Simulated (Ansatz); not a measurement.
Space group R-3m:H (No. 166). a = 4.845 Å, b = 4.845 Å, c = 9.940 Å, α = 90.00°, β = 90.00°, γ = 120.00°
```json
{"atom": "Bi", "site": "3b", "symmetry": "-3m", "x": "0.3333", "y": "0.6667", "z": "0.1667"}
{"atom": "Te", "site": "3a", "symmetry": "-3m", "x": "0.0000", "y": "0.0000", "z": "0.0000"}
```

Equation of state of this BiTe structure (not necessarily the ground state), with shape and atoms relaxed at each volume where symmetry leaves them free. It has no gap at any of these volumes. Theory: DFT PBE, scalar-relativistic, plane waves, PAW in Ansatz 0.2.0.

Plane waves to 420 eV, a k mesh through Γ of 12×12×12 on the computed 2-atom cell and Gaussian smearing (0.10 eV); no spin polarisation.

| V (Å³/atom) | E − E(largest V) (meV/atom) | P (GPa) |
| --- | --- | --- |
| 29.632 | 45.82 | 6.49 |
| 30.642 | 10.92 | 4.54 |
| 31.653 | -12.27 | 2.87 |
| 32.663 | -25.45 | 1.35 |
| 33.673 | -29.45 | 0.02 |
| 34.683 | -25.43 | -1.16 |
| 35.693 | -19.59 | -1.63 |
| 37.040 | 0.00 | -2.95 |

Q: Does one Birch–Murnaghan curve describe these points?

A: Not well: the fit leaves 0.65 meV/atom rms, which suggests a change of structure or state along the series.

Spin-orbit coupling is left out, which matters for the bands of heavy elements.